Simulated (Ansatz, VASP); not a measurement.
Given: the input of a run of VASP 6.6.1 on Yb.

Contents of INCAR:

```
SYSTEM = Yb
ALGO = Normal ; EDIFF = 1E-7
ENCUT = 520 ; GGA = PE
ISIF = 2 ; ISMEAR = -1
ISPIN = 2 ; LASPH = .True.
LCHARG = .False. ; LMAXMIX = 6
LORBIT = 11 ; LREAL = .False.
LWAVE = .False. ; MAGMOM = 1
NBANDS = 22 ; NELM = 150
PREC = Accurate ; SIGMA = 0.05
```

The input KPOINTS:

```
k-points
0
Gamma
  8 8 8
  0 0 0
```

File POSCAR:

```
Yb
1.0
    0.0000000000      2.7060265364      2.7060265364
    2.7060265364      0.0000000000      2.7060265364
    2.7060265364      2.7060265364      0.0000000000
Yb
1
Direct
    0.0000000000      0.0000000000      0.0000000000
```

Potentials or basis: VASP PAW PBE potentials, release 64 (Yb).

Launch:

```console
$ cat potpaw_PBE.64/Yb/POTCAR > POTCAR
$ mpirun -np 1 vasp_std > vasp.out
```

Task: Set up the same calculation for Ansatz 0.2.0. Potentials there: Ansatz PAW.

Result: As run (the cutoff follows the program's own potentials):

input.yaml

```yaml
crystal:
  lattice:
    - [0.0, 2.7060265364, 2.7060265364]
    - [2.7060265364, 0.0, 2.7060265364]
    - [2.7060265364, 2.7060265364, 0.0]
  atoms:
    - { symbol: Yb, position: [0.0, 0.0, 0.0], spin: 1.0 }
hamiltonian:
  xc: pbe
  pseudopotentials: { kind: paw }
magnetization:
  spin_polarized: true
kpoints:
  mp_grid: { grid: [8, 8, 8] }
scf:
  occupations: { method: fermi_dirac, width: 0.05 }
output:
  forces: true
  stress: true
  eigenvalues: true
```

Potentials or basis: Ansatz PAW.

Command:

```console
$ ansatz run input.yaml --threads 1 --pin off --max-ram 3584MiB --backend cpu --events-out ev --progress --plain --runs-dir out
```

Both were run:

|  | VASP | Ansatz | Ansatz less VASP |
| --- | --- | --- | --- |
| gap on the k mesh at the Fermi level (eV) | none | none | - |
| pressure (GPa) | -2.1 | -1.7 | +0.47 |
| net moment per atom (μB) | 0.00 | 0.00 | 0.000 |

A gap of «none» marks a metal or a gap that the smearing closes. The functional is the same, so the differences come from potentials, cutoffs and numerics.

Caveats: spin-orbit coupling is left out, which moves the levels of the heavy elements; the starting moments weren't kept (Ansatz). The state reached can hang on the start; a lower one may exist.
